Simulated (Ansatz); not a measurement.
The cell is CsI built on the CsCl prototype; cell and atoms were relaxed with r2SCAN. Cs has 8 I at 3.99 Å; I has 8 Cs at 3.99 Å.

Space group Pm-3m (No. 221). a = 4.608 Å, b = 4.608 Å, c = 4.608 Å, α = 90.00°, β = 90.00°, γ = 90.00°
```json
{"atom": "Cs", "site": "1a", "symmetry": "m-3m", "x": "0.0000", "y": "0.0000", "z": "0.0000"}
{"atom": "I", "site": "1b", "symmetry": "m-3m", "x": "0.5000", "y": "0.5000", "z": "0.5000"}
```

The questions ask for values computed with Ansatz on this geometry. Calculated for a static, non-magnetic cell.

Given (6×6×6 mesh): With r2SCAN the valence top lies at M and the conduction bottom at Γ, 4.52 eV higher; the smallest vertical gap, at Γ, is 4.61 eV.

Problem. What does PBE give for the gap (6×6×6 mesh)?

Solution. The PBE gap is indirect, 3.80 eV (M to Γ), below the direct gap of 3.89 eV at Γ. The gap differs by -0.72 eV from r2SCAN's.

Problem. What does PBE+SOC give for the gap (6×6×6 mesh)?

Solution. With PBE+SOC the gap is 3.56 eV and direct, at Γ. Spin-orbit coupling itself accounts for -0.24 eV. The gap differs by -0.96 eV from r2SCAN's.

Problem. What does PBE0 give for the gap (4×4×4 mesh)?

Solution. The PBE0 gap is indirect, 5.48 eV (M to Γ), below the direct gap of 5.58 eV at Γ. The gap differs by +0.96 eV from r2SCAN's.

Problem. Roughly how does the cost of the HSE06 run (4×4×4) compare with r2SCAN's (6×6×6)?

Solution. About 10 times as much (70 core-seconds against 6 core-seconds, on a shared machine).

Problem. How strongly does the crystal screen a field with clamped ions (r2SCAN)?

Solution. ε∞: 3.10 in all directions. Born charges, averaged over directions: Cs +1.29, I -1.29 e.

Problem. Going by these computed values, what does each step up buy?

Solution. Set against the finite-basis gap of 5.72 eV from G0W0@PBE (292 empty bands, 120 eV, 4×4×4), the closest functional is PBE0, which differs by -0.24 eV, at about 10 times r2SCAN's cost; G0W0 itself took about 21 times r2SCAN's cost. The others: HSE06 -0.93, r2SCAN -1.20, PBE -1.92 eV. The yardstick's own error is a tenth of an eV or more. r2SCAN covers 72 % of the step from PBE to HSE06, while HSE06 needs about 10 times r2SCAN's cost (on a coarser mesh). Spin-orbit coupling moves the least or the direct gap by up to 0.33 eV, so it has to be included where a tenth of an eV counts. The levels disagree on the kind of gap: direct with PBE+SOC; indirect with PBE, r2SCAN, HSE06, PBE0.

Only the levels marked +SOC include spin-orbit coupling.

The meshes of the hybrids are coarse, so their gaps aren't converged to the digits shown.
